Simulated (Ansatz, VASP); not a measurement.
Al in VASP and in Ansatz

```
Al
1.0
     0.00000    1.96681    1.96681
     1.96681    0.00000    1.96681
     1.96681    1.96681    0.00000
Al
1
Direct
  0.00000 0.00000 0.00000
```

Alike in both runs: task single point; functional PBEsol; k mesh 18 × 18 × 18; occupations gaussian, width 0.1 eV; no spin polarisation.

|  | VASP | Ansatz |
| --- | --- | --- |
| version | VASP 6.6.1 | Ansatz 0.2.0 |
| potentials or method | VASP PAW PBE potentials, release 64 (Al) | scalar-relativistic, plane waves, PAW |
| plane-wave cutoff (eV) | 520 | 420 |
| valence electrons in the cell | 3 | 3 |

```csv
,VASP,Ansatz,Ansatz less VASP
gap on the k mesh at the Fermi level (eV),none,none,-
pressure (GPa),5.8,5.7,-0.09
```

A gap of «none» marks a metal or a gap that the smearing closes.

Caveats: the PAW data sets were made with another functional, which shifts forces and pressure a little (VASP).
